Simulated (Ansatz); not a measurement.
**simple cubic against fcc along the 3d metals**

Level of theory: DFT, PBE, plane waves (420 eV) with PAW, scalar-relativistic in Ansatz.

Each structure is relaxed within its symmetry, in the lowest magnetic state of the tried starts. Differences under about 8 meV lie within the error of the k-point mesh.

```
element  E(simple cubic) − E(fcc) (meV/atom)  V(simple cubic) (Å³/atom)  V(fcc) (Å³/atom)  state of simple cubic       state of fcc
     Sc                                  673                      26.33             24.75          ferromagnetic  spin not included
     Ti                                  781                      18.50             17.42      spin not included  spin not included
      V                                  603                      14.60             13.90           non-magnetic       non-magnetic
     Mn                                  672                      13.36             11.44      antiferromagnetic  antiferromagnetic
     Co                                  765                      12.81             10.92          ferromagnetic      ferromagnetic
     Ni                                  710                      12.62             10.90          ferromagnetic      ferromagnetic
     Cu                                  471                      13.94             11.95      spin not included  spin not included
     Zn                                  205                      18.17             15.19      spin not included  spin not included
```
